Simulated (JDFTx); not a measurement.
The system is NaCl.

```
Cl Na
1.0
     3.50219    0.00000    0.00000
     0.00000    3.50219    0.00000
     0.00000    0.00000    3.50219
Cl Na
1 1
Direct
  0.50000 0.50000 0.50000
  0.00000 0.00000 0.00000
```

Measurements of this composition are mostly on another form, of space group No. 225.

Base run:

| Property | Result |
| --- | --- |
| Program | JDFTx 1.7.0 (patched build) |
| Functional | PBEsol |
| Potentials or basis | PseudoDojo-SR-PBEsol-0.4.1-standard with smoothed tails |
| Cutoff | 1197 eV |
| Density cutoff | 9578 eV |
| k mesh | 8 × 8 × 8 |
| Occupations | fermi-dirac, width 0.05 eV |
| Spin | no spin polarisation |

Its results: band gap on the k mesh 3.84 eV, indirect (least direct gap 4.34 eV); pressure -1.2 GPa.

**Question.** The run is repeated on the same cell with these changes: functional from PBEsol to LDA; potentials or basis from PseudoDojo-SR-PBEsol-0.4.1-standard with smoothed tails to PseudoDojo-SR-LDA-0.4.1-standard with smoothed tails. What comes out?

**Answer.** Band gap on the k mesh 3.60 eV, indirect (least direct gap 4.11 eV); pressure -3.1 GPa.

A k mesh can miss the band edges.
